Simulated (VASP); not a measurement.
# InPd (Pm-3m) in VASP: a series of runs, part 2 of 3

VASP 6.6.1. The steps go on from the part before.

### Step 4. Density of states, PBE+TS (cell strained at random at fixed volume)

POSCAR reads:

```
InPd
1.0
    3.2346610000     -0.0363780000      0.0198310000
   -0.0363780000      3.3061220000     -0.0467770000
    0.0198310000     -0.0467770000      3.2764470000
In Pd
1 1
Direct
    0.0000000000      0.0000000000      0.0000000000
    0.5000000000      0.5000000000      0.5000000000
```

INCAR.step1 reads:

```
SYSTEM = InPd
ALGO     = Fast           ! electronic algorithm
EDIFF    = 1E-7           ! SCF threshold, eV
ENCUT    = 520            ! plane-wave cutoff, eV
GGA      = PE             ! functional
ISIF     = 2              ! what is computed and relaxed
ISMEAR   = 1              ! smearing method
IVDW     = 2              ! dispersion correction
LASPH    = .True.         ! aspherical terms in the spheres
LCHARG   = .True.         ! write CHGCAR
LMAXMIX  = 4              ! l up to which the mixer works
LREAL    = .False.        ! projectors in reciprocal space
LWAVE    = .False.        ! write WAVECAR
NELM     = 80             ! most SCF steps
PREC     = Accurate       ! precision mode
SIGMA    = 0.1            ! smearing width, eV
```

KPOINTS.step1 reads:

```
k-points
0
Gamma
  8 8 8
  0 0 0
```

INCAR.step2 reads:

```
SYSTEM = InPd
ALGO     = Fast           ! electronic algorithm
EDIFF    = 1E-7           ! SCF threshold, eV
ENCUT    = 520            ! plane-wave cutoff, eV
GGA      = PE             ! functional
ICHARG   = 11             ! starting density
ISIF     = 2              ! what is computed and relaxed
ISMEAR   = -5             ! smearing method
IVDW     = 2              ! dispersion correction
LASPH    = .True.         ! aspherical terms in the spheres
LCHARG   = .False.        ! write CHGCAR
LMAXMIX  = 4              ! l up to which the mixer works
LORBIT   = 11             ! projections on sites
LREAL    = .False.        ! projectors in reciprocal space
LWAVE    = .False.        ! write WAVECAR
NEDOS    = 1001           ! points of the DOS
NELM     = 80             ! most SCF steps
PREC     = Accurate       ! precision mode
SIGMA    = 0.1            ! smearing width, eV
```

KPOINTS.step2 reads:

```
k-points
0
Gamma
  12 12 12
  0 0 0
```

Potentials or basis: VASP PAW PBE potentials, release 54 (In_d, Pd).

Command:

```console
$ cat potpaw_PBE.54/In_d/POTCAR potpaw_PBE.54/Pd/POTCAR > POTCAR
$ cp INCAR.step1 INCAR
$ cp KPOINTS.step1 KPOINTS
$ mpirun -np 1 vasp_std > vasp.out
$ cp INCAR.step2 INCAR
$ cp KPOINTS.step2 KPOINTS
$ mpirun -np 1 vasp_std > vasp.out
```

OUTCAR:

```text
SYSTEM = InPd
   EDIFF = 1E-7
   ENCUT = 520
   GGA = PE
   ICHARG = 11
   ISIF = 2
   ISMEAR = -5
   IVDW = 2
   LASPH = .True.
   LORBIT = 11
   LREAL = .False.
   NELM = 80
   PREC = Accurate
  IVDW =   2

 ion  position               nearest neighbor table
   1  0.000  0.000  0.000-   2 2.80   2 2.80   2 2.82   2 2.82   2 2.83   2 2.83   2 2.89   2 2.89

   2  0.500  0.500  0.500-   1 2.80   1 2.80   1 2.82   1 2.82   1 2.83   1 2.83   1 2.89   1 2.89

  LATTYP: Found a triclinic cell.
 ALAT       =     3.3066530095
 B/A-ratio  =     1.4277618750
 C/A-ratio  =     2.9359738761
 COS(alpha) =     0.0004984097
 COS(beta)  =     0.6545355439
 COS(gamma) =     0.7201671070

  Lattice vectors:

 A1 = (   0.0363780000,  -3.3061220000,   0.0467770000)
 A2 = (   0.0562090000,  -3.3528990000,   3.3232240000)
 A3 = (  -3.2015670000,  -6.4823120000,  -6.4791710000)

Analysis of symmetry for initial positions (statically):
=====================================================================
 Subroutine PRICEL returns:
 Original cell was already a primitive cell.

 Routine SETGRP: Setting up the symmetry group for a
 triclinic supercell.

 Subroutine GETGRP returns: Found  2 space group operations
 (whereof  2 operations were pure point group operations)
 out of a pool of  2 trial point group operations.

The static configuration has the point symmetry S_2 .

Analysis of symmetry for dynamics (positions and initial velocities):
=====================================================================
 Subroutine PRICEL returns:
 Original cell was already a primitive cell.

 Routine SETGRP: Setting up the symmetry group for a
 triclinic supercell.

 Subroutine GETGRP returns: Found  2 space group operations
 (whereof  2 operations were pure point group operations)
 out of a pool of  2 trial point group operations.

The dynamic configuration has the point symmetry S_2 .

 Subroutine INISYM returns: Found  2 space group operations
[... 143 lines left out ...]
  ---------------------------------------------------
  free energy    TOTEN  =        -8.72576724 eV

  energy without entropy =       -8.72576724  energy(sigma->0) =       -8.72576724

 E-fermi :  10.5366     XC(G=0): -12.2306

 val. band max:       10.7073497587   @ k =   0.5000   0.2500   0.5000
 cond. band min:      10.5135609400   @ k =  -0.4167   0.5000   0.2500
 fundamental gap:     -0.1937888188
 Fermi energy:        10.5365906826

 k-point     1 :       0.0000    0.0000    0.0000
  band No.  band energies     occupation
      1      -4.4965      2.00000
      2      -4.4648      2.00000
      3      -4.0856      2.00000
      4      -4.0807      2.00000
      5      -4.0535      2.00000
      6       0.4289      2.00000
      7       6.6646      2.00000
      8       6.6981      2.00000
      9       8.1896      2.00000
     10       8.2154      2.00000
     11       8.2597      2.00000
     12      14.4228      0.00000
     13      14.6952      0.00000
     14      15.0495      0.00000
[... 401 lines left out ...]
      2      -4.2151      2.00000
      3      -4.1662      2.00000
      4      -4.1583      2.00000
      5      -4.0878      2.00000
      6       2.6088      2.00000
      7       6.2835      2.00000
      8       6.8613      2.00000
      9       7.3689      2.00000
     10       7.5056      2.00000
     11       8.0456      2.00000
     12      10.3845      1.26902
     13      14.4550      0.00000
     14      18.1877      0.00000
     15      19.9542      0.00000

 [... further k-points ...]

------------------------ aborting loop because EDIFF is reached ----------------------------------------

  Hirshfeld charges:
            ion         q(e)
   ------------------------------
      1     In       0.07120822
      2     Pd      -0.07120822

  Tkatchenko/Scheffler method for vdW energy calculation

  Number of pair interactions contributing to vdW energy:   44876

  Edisp (eV):   -0.82337

  FORCE on cell =-STRESS in cart. coord.  units (eV):
  Direction    XX          YY          ZZ          XY          YZ          ZX
  --------------------------------------------------------------------------------------
  -------------------------------------------------------------------------------------
  Total      -0.15720    -0.17405    -0.14636     0.22631     0.32088    -0.08083
  in kB      -7.19054    -7.96150    -6.69489    10.35183    14.67764    -3.69720
  external pressure =       -7.28 kB  Pullay stress =        0.00 kB

 VOLUME and BASIS-vectors are now :
 -----------------------------------------------------------------------------
  energy-cutoff  :      520.00
  volume of cell :       35.03
      direct lattice vectors                 reciprocal lattice vectors
     3.234661000 -0.036378000  0.019831000     0.309200557  0.003376406 -0.001823261
    -0.036378000  3.306122000 -0.046777000     0.003376406  0.302567156  0.004299238
     0.019831000 -0.046777000  3.276447000    -0.001823261  0.004299238  0.305281075

 POSITION                                       TOTAL-FORCE (eV/Angst)
 -----------------------------------------------------------------------------------
      0.00000      0.00000      0.00000        -0.000000      0.000000      0.000000
      1.60906      1.61148      1.62475         0.000000     -0.000000      0.000000
 -----------------------------------------------------------------------------------
    total drift:                                0.000000      0.000000     -0.000000

  FREE ENERGIE OF THE ION-ELECTRON SYSTEM (eV)
  ---------------------------------------------------
  free  energy   TOTEN  =        -9.5491359342 eV

  energy  without entropy=       -9.5491359342  energy(sigma->0) =       -9.54913593

 total charge

# of ion       s       p       d       tot
------------------------------------------
    1        0.811   0.737   9.901  11.449
    2        0.424   0.420   8.649   9.493
--------------------------------------------------
tot          1.235   1.157  18.549  20.942
```

OUTCAR.step1:

```text
SYSTEM = InPd
   EDIFF = 1E-7
   ENCUT = 520
   GGA = PE
   ISIF = 2
   ISMEAR = 1
[... 676 lines left out ...]
      0.00000      0.00000      0.00000         0.000000      0.000000      0.000000
      1.60906      1.61148      1.62475        -0.000000     -0.000000      0.000000
 -----------------------------------------------------------------------------------
    total drift:                                0.000000      0.000000     -0.000000

  FREE ENERGIE OF THE ION-ELECTRON SYSTEM (eV)
  ---------------------------------------------------
  free  energy   TOTEN  =        -9.5466517906 eV

  energy  without entropy=       -9.5462308265  energy(sigma->0) =       -9.54651147
```

OSZICAR.step1:

```text
N       E                     dE             d eps       ncg     rms          rms(c)
DAV:   1     0.163491914415E+03    0.16349E+03   -0.11532E+04  7881   0.200E+03
DAV:   2    -0.115588764886E+01   -0.16465E+03   -0.16052E+03  8164   0.412E+02
DAV:   3    -0.878699782126E+01   -0.76311E+01   -0.75670E+01  9614   0.945E+01
DAV:   4    -0.892917278779E+01   -0.14217E+00   -0.14205E+00  9887   0.120E+01
DAV:   5    -0.893466362061E+01   -0.54908E-02   -0.54908E-02 11330   0.206E+00    0.645E+00
RMM:   6    -0.876482743365E+01    0.16984E+00   -0.33090E-01  8327   0.757E+00    0.329E+00
RMM:   7    -0.872841288914E+01    0.36415E-01   -0.74064E-02  9120   0.312E+00    0.125E+00
RMM:   8    -0.872375888182E+01    0.46540E-02   -0.23387E-02  9527   0.169E+00    0.341E-01
RMM:   9    -0.872330097465E+01    0.45791E-03   -0.40991E-03 10743   0.112E+00    0.123E-01
RMM:  10    -0.872342059612E+01   -0.11962E-03   -0.11618E-03 10506   0.386E-01    0.482E-02
RMM:  11    -0.872339391317E+01    0.26683E-04   -0.21873E-04 10356   0.178E-01    0.300E-02
RMM:  12    -0.872339883331E+01   -0.49201E-05   -0.59624E-05 11843   0.765E-02    0.513E-02
RMM:  13    -0.872339990285E+01   -0.10695E-05   -0.98974E-06 11364   0.320E-02    0.520E-02
RMM:  14    -0.872340011906E+01   -0.21621E-06   -0.24939E-06 11343   0.171E-02    0.465E-02
RMM:  15    -0.872340011297E+01    0.60859E-08   -0.60640E-07  7435   0.687E-03
   1 F= -.95466518E+01 E0= -.95465115E+01  d E =-.420964E-03
```

Wall time 3.7 min (1 thread of AMD EPYC 9R45 (Zen 5), shared host); peak memory 0.55 GiB.

Results:

- Valence electrons inside the program's atomic spheres: In 11.45; Pd 9.49
- Hirshfeld charges: In +0.07; Pd -0.07 e
- Dispersion energy per atom: -0.412 eV

Levels at points of the mesh, in eV from the Fermi level:
| k point | band 8 | band 9 | band 10 | band 11 | band 12 | band 13 | band 14 | band 15 |
| --- | --- | --- | --- | --- | --- | --- | --- | --- |
| (0.00, 0.00, 0.00) | -3.84 | -2.35 | -2.32 | -2.28 | 3.89 | 4.16 | 4.51 | 9.34 |
| (0.50, 0.00, 0.00) | -3.81 | -3.40 | -3.27 | -2.42 | -1.04 | 9.33 | 9.62 | 9.71 |
| (0.00, 0.50, 0.00) | -3.87 | -3.31 | -3.22 | -2.36 | -1.26 | 9.35 | 9.67 | 9.75 |
| (0.50, 0.50, 0.00) | -2.75 | -2.71 | -2.49 | -2.22 | -1.74 | 1.39 | 2.49 | 9.31 |
| (0.00, 0.00, 0.50) | -3.85 | -3.37 | -3.22 | -2.39 | -1.17 | 9.23 | 9.63 | 9.77 |
| (0.50, 0.00, 0.50) | -2.77 | -2.74 | -2.39 | -2.24 | -1.71 | 1.47 | 2.55 | 9.11 |
| (0.00, 0.50, 0.50) | -2.69 | -2.68 | -2.57 | -2.26 | -1.78 | 1.30 | 2.38 | 9.59 |
| (0.50, 0.50, 0.50) | -4.90 | -1.73 | -1.67 | -0.15 | 3.51 | 3.83 | 3.96 | 4.05 |

States per cell in windows of 1 eV (zero at the Fermi level; states under -8 eV left out):
```tsv
from (eV)	total	Pd2_d	In1_p	In1_s	Pd2_p	Pd2_s	In1_d
-8.0	0.45	0.03	0.02	0.17	0.03	0.05	0.00
-7.0	0.90	0.22	0.03	0.33	0.05	0.03	0.01
-6.0	0.38	0.15	0.04	0.06	0.01	0.03	0.00
-5.0	1.64	0.92	0.21	0.02	0.05	0.09	0.02
-4.0	3.77	3.02	0.17	0.01	0.07	0.02	0.04
-3.0	3.79	3.28	0.09	0.01	0.06	0.03	0.05
-2.0	0.70	0.48	0.05	0.01	0.04	0.03	0.01
-1.0	0.95	0.50	0.11	0.04	0.07	0.06	0.02
0.0	0.59	0.20	0.09	0.06	0.06	0.04	0.01
1.0	0.58	0.16	0.08	0.11	0.06	0.03	0.02
2.0	0.80	0.18	0.12	0.15	0.07	0.08	0.03
3.0	0.83	0.13	0.14	0.09	0.10	0.11	0.05
4.0	0.83	0.12	0.19	0.05	0.11	0.08	0.04
5.0	0.83	0.12	0.22	0.03	0.10	0.07	0.05
6.0	0.75	0.09	0.21	0.02	0.08	0.07	0.05
7.0	0.61	0.07	0.18	0.02	0.07	0.05	0.04
```

Caveat: atom-pairwise D2, TS and ULG terms overbind metals; pairwise dispersion overbinds metals, which lowers pressure and volume; tetrahedron occupations give inexact forces and stress in metals.

(Part 2 of 3 ends here.)
